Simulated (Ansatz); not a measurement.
Consider SnO2 (Pnnm).

Symmetry: Pnnm, No. 58, orthorhombic system. The conventional cell has a = 4.788 Å, b = 4.867 Å, c = 3.241 Å, α = 90.00°, β = 90.00°, γ = 90.00°. Sn has 6 O at 2.09 to 2.10 Å nearest. Nearest to O lie 3 Sn at 2.09 to 2.10 Å. Farther neighbours and most contacts between anions are not listed.

```xyz
6
Lattice="4.7880 0.0000 0.0000 0.0000 4.8666 0.0000 0.0000 0.0000 3.2409" Properties=species:S:1:pos:R:3 pbc="T T T"
Sn    2.3940    2.4333    1.6204
Sn    0.0000    0.0000    0.0000
O     1.3974    1.5624    0.0000
O     3.7914    0.8709    1.6204
O     0.9966    3.9957    1.6204
O     3.3906    3.3042    0.0000
```

The cell and positions are those that the Materials Project relaxed with its own functionals (PBE, PBE+U or r2SCAN), kept fixed. This is not the form that SnO2 usually takes at ambient conditions. At the settings of the band run the largest force is still 0.07 eV/Å. PAW set soft_2, made with PBE.

Gaps computed with Ansatz 0.2.0 without a self-energy: LDA 0.67 eV, PBE 0.80 eV, r2SCAN 1.40 eV and DDH-PBE0 2.68 eV. The mean ε∞ by PBE perturbation theory is 4.91.

**Question.** Estimate the G0W0@PBE gap with 4×4×4 mesh, 485 empty bands, screening to 200 eV, default PAW files.

About 1.99 eV: on its mesh the run moves the gap from 0.81 eV by +1.18 eV. Among the scalar-relativistic levels given, r2SCAN is nearest (−0.59 eV). One-shot corrections scale roughly with one over ε∞, here 0.20. Bands and cutoff are finite, so the gap is not at the basis limit. The miss can reach some tenths of an eV and take either sign; the mesh is an error of its own. The 4×4×4 mesh is coarse for this cell (its supercell is 13 Å along the shortest edge). The RPA ε∞ on it, from the PBE start, is 5.18, 5.41 and 5.44; such meshes misread the long-range screening, most where the gap is narrow. The many-body steps are scalar-relativistic: spin-orbit coupling is not in them.

[Paths, hosts, dates, memory and timing lines, banners, echoed tables and standing remarks are left out of the program output.]

[Logs are printed without paths, hosts, clocks, repeated set-up lines and the standing remarks that a program may print on its own settings, such as how far it seeks lower states.]

[Runs of the session that timed out or met a known fault of the program may be left out.]

[Cells called generated may have been cut or substituted from an entry of the Crystallography Open Database or the Materials Project.]

[Hosts, paths, dates, database ids (printed as entryN), source tags and the programs' standing remarks are cut or masked in the printed files.]
